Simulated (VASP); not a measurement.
Here is a VASP 6.6.1 calculation.

Contents of INCAR:

```
SYSTEM = FeS2
ALGO = Normal ; EDIFF = 1E-7
ENCUT = 520 ; GGA = PS
ISIF = 2 ; ISMEAR = -1
ISPIN = 2 ; LASPH = .TRUE.
LCHARG = .FALSE. ; LDAU = .TRUE.
LDAUJ = 0 0 ; LDAUL = 2 -1
LDAUPRINT = 1 ; LDAUTYPE = 2
LDAUU = 4 0 ; LEFG = .TRUE.
LMAXMIX = 4 ; LORBIT = 11
LREAL = .FALSE. ; LWAVE = .FALSE.
MAGMOM = 4 4 0 0 0 0 ; NELM = 100
PREC = Accurate ; SIGMA = 0.02
```

KPOINTS

```
k-points
0
G
  5 4 7
  0 0 0
```

POSCAR

```
FeS2
1.0
    4.4400000000      0.0000000000      0.0000000000
    0.0000000000      5.3900000000      0.0000000000
    0.0000000000      0.0000000000      3.3700000000
Fe S
2 4
Direct
    0.0000000000      0.0000000000      0.0000000000
    0.5000000000      0.5000000000      0.5000000000
    0.2030000000      0.3750000000      0.0000000000
    0.2970000000      0.8750000000      0.5000000000
    0.7970000000      0.6250000000      0.0000000000
    0.7030000000      0.1250000000      0.5000000000
```

Potentials or basis: VASP PAW PBE potentials, release 64 (Fe, S).

Command:

```sh
$ cat potpaw_PBE.64/Fe/POTCAR potpaw_PBE.64/S/POTCAR > POTCAR
$ mpirun -np 1 vasp_std > vasp.out
```

Predict the pressure.

13.7 GPa.

Predict the net moment.

3.94 μB per cell.

Estimate the largest force.

1.319 eV/Å.

Forces in eV/Å, atoms in the order of the input:
```
Fe   0.000  0.000  0.000
Fe   0.000  0.000  0.000
S   -1.298  0.235  0.000
S    1.298  0.235  0.000
S    1.298 -0.235  0.000
S   -1.298 -0.235  0.000
```

Caveat: the PAW data sets were made with another functional, which shifts forces and pressure a little; only a ferromagnetic start was run, and an antiferromagnetic order may lie lower in energy. The state reached can hang on the start; a lower one may exist.

The gap isn't set beside the measured one, since this odd mesh misses points on the zone boundary.
